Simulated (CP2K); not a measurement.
Sn:

```
Sn
1.0
     4.45495    0.00000    0.00000
    -3.30667    2.98538    0.00000
    -0.57414   -1.49269    4.15799
Sn
2
Direct
  0.00000 0.00000 0.00000
  0.75000 0.25000 0.50000
```

Base run:

```yaml
Program: CP2K 2026.2
Functional: HLE17
Potentials_or_basis: POTENTIAL_UZH Sn GTH-PBE-q4; TZVP-MOLOPT-PBE-GTH basis
Density_cutoff: 9184 eV
k_mesh: 9 × 9 × 9
Occupations: fermi-dirac, width 0.05 eV
Spin: no spin polarisation
```

Its results: band gap on the k mesh none (metal or under the smearing width); pressure -1.0 GPa.

Question: After a change of settings the same cell gave: band gap on the k mesh none (metal or under the smearing width); pressure 3.4 GPa. Which change was it?
A. functional from HLE17 to vdW-DF2
B. functional from HLE17 to LDA
C. functional from HLE17 to rev-vdW-DF2
D. functional from HLE17 to OLYP

Answer: C.

Caveats: the potentials were made for another functional, which shifts forces and pressure; spin-orbit coupling is left out, which moves the levels of the heavy elements; the basis of atomic orbitals isn't converged, which shifts pressures, moduli and gaps; the potentials were made for a functional far from this one (some runs).
